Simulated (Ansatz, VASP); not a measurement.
**AlN: VASP beside Ansatz**

```
Al N
1.0
     0.00000    1.75395    1.75395
     1.75395    0.00000    1.75395
     1.75395    1.75395    0.00000
Al N
1 1
Direct
  0.00000 0.00000 0.00000
  0.50000 0.50000 0.50000
```

Change from the starting cell: volume scaled by 0.64, PAW files.

Alike in both runs: task single point; functional PBE; k mesh 17 × 17 × 17; occupations fermi-dirac, width 0.05 eV; no spin polarisation.

|  | VASP | Ansatz |
| --- | --- | --- |
| version | VASP 6.6.1 | Ansatz 0.2.0 |
| potentials or method | VASP PAW PBE potentials, release 64 (Al, N) | PAW with Ansatz's default frozen-core files, scalar-relativistic |
| plane-wave cutoff (eV) | 520 | 420 |
| valence electrons in the cell | 8 | 8 |

```tsv
	VASP	Ansatz	Ansatz less VASP
gap on the k mesh at the Fermi level (eV)	4.13	4.15	+0.022
pressure (GPa)	268.8	265.9	-2.89
```

The functional is the same, so the differences come from potentials, cutoffs and numerics.

Caveats: the cell as given lies far from equilibrium; so large a pressure means that the cell lies far from this level's equilibrium, or that cutoff or potentials fall short (VASP); an odd mesh through Γ misses points on the zone boundary, where band edges often lie.
